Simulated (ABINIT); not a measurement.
Crystal: CdTe.

```xyz
2
Lattice="0.0000 3.2050 3.2050 3.2050 0.0000 3.2050 3.2050 3.2050 0.0000" Properties=species:S:1:pos:R:3 pbc="T T T"
Te    4.8075    4.8075    4.8075
Cd    0.0000    0.0000    0.0000
```

Base run:

```yaml
Program: ABINIT 10.8.3 (patched build)
Functional: OLYP
Potentials_or_basis: JTH PAW PBE v2.0
Cutoff: 463 eV
k_mesh: 7 × 7 × 7
Occupations: fermi-dirac, width 0.05 eV
Spin: no spin polarisation
```

Its results: band gap on the k mesh 1.25 eV, direct.

Problem. The run is repeated on the same cell with these changes: functional from OLYP to PBE; k mesh from 7 × 7 × 7 to 9 × 9 × 9. What comes out?

Solution. Band gap on the k mesh 0.88 eV, direct.

Several settings changed at once, so the effect can't be laid on one alone.

Caveats: spin-orbit coupling is left out, which moves the levels of the heavy elements.

